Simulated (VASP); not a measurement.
Write the native input for VASP 6.6.1 that does the following.

* Task: single point
* Functional: PBE
* Potentials or basis: VASP PAW PBE potentials, release 64 (N)
* Cutoff: 520 eV
* k mesh: 22 × 22 × 22
* Occupations: gaussian, width 0.1 eV
* Spin: no spin polarisation
* Dipole correction: no
* Further INCAR settings: ALGO = Normal; EDIFF = 1e-06; NBANDS = 8

The structure of N lies in POSCAR:

```
N
1.0
    0.0000000000      1.5708538905      1.5708538905
    1.5708538905      0.0000000000      1.5708538905
    1.5708538905      1.5708538905      0.0000000000
N
1
Direct
    0.0000000000      0.0000000000      0.0000000000
```

The real solid is made of molecules; this cell is a model form.

The cell isn't the ideal one: strained and moved within the space group.

These files were run (other wordings do the same):

INCAR

```
SYSTEM = N
  ALGO = Normal
  EDIFF = 1E-6
  ENCUT = 520
  GGA = PE
  ISIF = 2
  ISMEAR = 0
  LASPH = .True.
  LCHARG = .False.
  LREAL = .False.
  LWAVE = .False.
  NBANDS = 8
  NELM = 60
  PREC = Accurate
  SIGMA = 0.1
```

KPOINTS

```
k-points
0
Gamma
  22 22 22
  0 0 0
```

Potentials or basis: VASP PAW PBE potentials, release 64 (N).

Command:

```console
$ cat potpaw_PBE.64/N/POTCAR > POTCAR
$ mpirun -np 1 vasp_std > vasp.out
```

It gave:

```json
{
  "Pressure": "-3.7 GPa",
  "Band gap on the k mesh": "none (metal or under the smearing width)"
}
```

It took 26 s on 1 thread of Intel(R) Xeon(R) Platinum 8259CL CPU @ 2.50GHz (Skylake/Cascade Lake) (shared host), peak memory 0.12 GiB.
